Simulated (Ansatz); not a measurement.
# Sn4O7: the cost of one run

Method: DFT PBE+D3(BJ), scalar-relativistic, plane waves, PAW, in Ansatz 0.2.0.

1 further run of the same task is left out (set aside as unsound or not needed).

## 1. The starting structure

Symmetry: R-3m, No. 166, trigonal system. Conventional cell: a = 3.234 Å, b = 3.234 Å, c = 14.402 Å, α = 90.00°, β = 90.00°, γ = 120.00°. Sn (site symmetry -3m) is surrounded by 6 O at 2.13 Å. O (site symmetry 3m) has 3 Sn at 2.13 Å as nearest neighbours.

Coordinates:

```cif
data_structure
_symmetry_space_group_name_H-M 'P 1'
_symmetry_Int_Tables_number 1
_cell_length_a 5.1510
_cell_length_b 5.1510
_cell_length_c 5.1510
_cell_angle_alpha 36.594
_cell_angle_beta 36.594
_cell_angle_gamma 36.594
_cell_volume 43.49
loop_
_atom_site_label
_atom_site_type_symbol
_atom_site_fract_x
_atom_site_fract_y
_atom_site_fract_z
_atom_site_occupancy
Sn1 Sn 0.50000 0.50000 0.50000 1
O1 O 0.23717 0.23717 0.23717 1
O2 O 0.76283 0.76283 0.76283 1
```

Source of the structure: the Materials Project (structure only).

## 6. Plan of the scan

Atoms count from 1 in the order of the input.

An atom moved over a plane that holds its own site and a neighbouring vacancy.

First coordinate, path of O11 from its site (0) to the vacancy (1), 2.724 Å: 9 values from −0.167 to 1.167. Second coordinate, shift of O11 across the path, along a normal: 7 values from −0.500 Å.

Nothing else is relaxed (all other atoms held at the sites of the perfect crystal). Points are written as (first, second).

(The set-up runs are not shown.)

## 7. The run at (0.167, −0.500 Å)

Input file input.yaml:

```yaml
crystal:
  lattice:
    - [-3.237649626, -1.8692578831, 4.2923370236]
    - [3.237649626, -1.8692578831, 4.2923370236]
    - [0.0, 3.7385157663, 4.2923370236]
  atoms:
    - { symbol: Sn, position: [0.5, 0.5, 0.5] }
    - { symbol: Sn, position: [0.0, 0.0, 0.5] }
    - { symbol: Sn, position: [0.0, 0.5, 0.0] }
    - { symbol: Sn, position: [0.5, 0.0, 0.0] }
    - { symbol: O, position: [0.743614656, 0.743614656, 0.243614656] }
    - { symbol: O, position: [0.743614656, 0.243614656, 0.743614656] }
    - { symbol: O, position: [0.243614656, 0.743614656, 0.743614656] }
    - { symbol: O, position: [0.756385344, 0.756385344, 0.756385344] }
    - { symbol: O, position: [0.256385344, 0.256385344, 0.756385344] }
    - { symbol: O, position: [0.256385344, 0.756385344, 0.256385344] }
    - { symbol: O, position: [0.8675416356, 0.1599825492, 0.2559882339] }
total_charge: 2
basis:
  ecutwfc: 420
kpoints:
  mp_grid: { grid: [6, 6, 6] }
hamiltonian:
  xc: pbe
  dispersion: d3bj
scf:
  occupations: { method: gaussian, width: 0.05 }
output:
  forces: true
  stress: true
  eigenvalues: true
```

Started as:

```
> ansatz run input.yaml --threads 4 --pin off --max-ram 8192MiB --backend cpu --events-out ev --progress --plain --runs-dir out
```

Q: Estimate wall time and peak memory on 4 threads of Arm Neoverse V2, shared host.

About 34 s, with a peak of 0.94 GiB.
